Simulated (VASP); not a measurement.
Input of a VASP 6.6.1 run:

INCAR

```
PREC = Accurate
ENCUT = 600
EDIFF = 1E-7
ISMEAR = 1
SIGMA = 0.1
LREAL = False
LASPH = True
NELM = 80
ALGO = Normal
ISIF = 3
LWAVE = False
LCHARG = False
IBRION = 2
NSW = 90
EDIFFG = -0.005
```

The input KPOINTS:

```
Automatic mesh
0
Gamma
  10 10 10
```

The input POSCAR:

```
TiPt3                                   
1.0
    3.8771874905     -0.0000000000     -0.0000000000
   -0.0000000000      3.8771874905     -0.0000000000
   -0.0000000000      0.0000000000      3.8771874905
  Ti              Pt            
     1     3
Direct
     0.0000000000000000    0.0000000000000000    0.0000000000000000
     0.0000000000000000    0.5000000000000000    0.5000000000000000
     0.5000000000000000    0.0000000000000000    0.5000000000000000
     0.5000000000000000    0.5000000000000000    0.0000000000000000
```

Potentials or basis: VASP PAW LDA potentials, release 64 (Ti_sv, Pt).

Command:

```console
$ cat potpaw_LDA.64/Ti_sv/POTCAR potpaw_LDA.64/Pt/POTCAR > POTCAR
$ mpirun -np 1 vasp_std > vasp.out
```

Task: What does it give for the relaxed volume?

Result: 14.57 Å³/atom.

Task: Estimate the band gap on the k mesh.

Result: None (metal or under the smearing width).

Task: What does it give for the space group after relaxing (to 0.05 Å)?

Result: Pm-3m (No. 221).

Final structure:
```xyz
4
Lattice="3.8769 0.0000 0.0000 0.0000 3.8769 0.0000 0.0000 0.0000 3.8769" Properties=species:S:1:pos:R:3 pbc="T T T"
Ti    0.0000    0.0000    0.0000
Pt    0.0000    1.9384    1.9384
Pt    1.9384    0.0000    1.9384
Pt    1.9384    1.9384    0.0000
```

Spin-orbit coupling is left out, which matters for the levels of Pt.
